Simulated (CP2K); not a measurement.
Something may be wrong with this CP2K 2026.2 calculation of Nb.

File nb_scf.inp:

```
&GLOBAL
  PROJECT nb_scf
  RUN_TYPE ENERGY_FORCE
  PRINT_LEVEL LOW
&END GLOBAL
&FORCE_EVAL
  METHOD QS
  STRESS_TENSOR ANALYTICAL
  &DFT
    BASIS_SET_FILE_NAME BASIS_MOLOPT
    POTENTIAL_FILE_NAME GTH_POTENTIALS
    &MGRID
      CUTOFF 450
      REL_CUTOFF 60
      NGRIDS 5
    &END MGRID
    &QS
      METHOD GPW
      EPS_DEFALT 1.0E-9
    &END QS
    &KPOINTS
      SCHEME MONKHORST-PACK 11 11 11
      GAMMA_CENTERED T
      SYMMETRY T
      SYMMETRY_BACKEND SPGLIB
    &END KPOINTS
    &SCF
      SCF_GUESS ATOMIC
      EPS_SCF 1.0E-6
      MAX_SCF 75
      ADDED_MOS 3
      CHOLESKY OFF
      EPS_EIGVAL 1.0E-7
      &DIAGONALIZATION ON
        ALGORITHM STANDARD
      &END DIAGONALIZATION
      &MIXING ON
        METHOD BROYDEN_MIXING
        ALPHA 0.4
        BETA 1.5
        NBUFFER 8
      &END MIXING
      &SMEAR ON
        METHOD FERMI_DIRAC
        ELECTRONIC_TEMPERATURE [K] 300.557
      &END SMEAR
    &END SCF
    &XC
      &XC_FUNCTIONAL PBE
      &END XC_FUNCTIONAL
    &END XC
    &PRINT
      &KPOINTS ON
      &END KPOINTS
      &MULLIKEN ON
      &END MULLIKEN
      &MO ON
        ENERGIES T
        OCCUPATION_NUMBERS T
        &EACH
          QS_SCF 0
        &END EACH
        ADD_LAST NUMERIC
      &END MO
    &END PRINT
  &END DFT
  &SUBSYS
    &CELL
      ABC 2.8820459413 2.8820459413 2.8820459412
      ALPHA_BETA_GAMMA 109.4712206344 109.4712206343 109.4712206339
      PERIODIC XYZ
    &END CELL
    &COORD
      SCALED
      Nb  0.0000000000 0.0000000000 0.0000000000
    &END COORD
    &KIND Nb
      BASIS_SET SZV-MOLOPT-SR-GTH-q13
      POTENTIAL GTH-PBE-q13
    &END KIND
    &PRINT
      &ATOMIC_COORDINATES ON
      &END ATOMIC_COORDINATES
      &CELL ON
      &END CELL
    &END PRINT
  &END SUBSYS
  &PRINT
    &FORCES ON
    &END FORCES
    &STRESS_TENSOR ON
    &END STRESS_TENSOR
  &END PRINT
&END FORCE_EVAL
```

Potentials or basis: GTH_POTENTIALS Nb GTH-PBE-q13; SZV-MOLOPT-SR-GTH basis.

Command:

```console
$ OMP_NUM_THREADS=1 cp2k.psmp -i nb_scf.inp -o nb_scf.out
```

nb_scf.out:

```text
Possible matches for unknown keyword

 EPS_DEFALT

   keyword EPS_DEFAULT in section %__ROOT__%FORCE_EVAL%DFT%QS score:  109
   keyword EPS_FIT in section %__ROOT__%FORCE_EVAL%DFT%QS score:  106
   keyword EPS_PPL in section %__ROOT__%FORCE_EVAL%DFT%QS score:  105
   keyword EPS_PPNL in section %__ROOT__%FORCE_EVAL%DFT%QS score:  105
   keyword EPSFIT in section %__ROOT__%FORCE_EVAL%DFT%QS score:  105

 *******************************************************************************
 *   ___                                                                       *
 *  /   \                                                                      *
 * [ABORT]                                                                     *
 *  \___/            found an unknown keyword EPS_DEFALT in section QS         *
 *    |                                                                        *
 *  O/|                                                                        *
 * /| |                                                                        *
 * / \                                               input/input_parsing.F:253 *
 *******************************************************************************
```

Question: How did it end, and where is the flaw?

Answer: The input was rejected before any iteration. The input holds a flaw that was put in on purpose: a keyword is misspelt (EPS_DEFAULT = EPS_DEFALT).
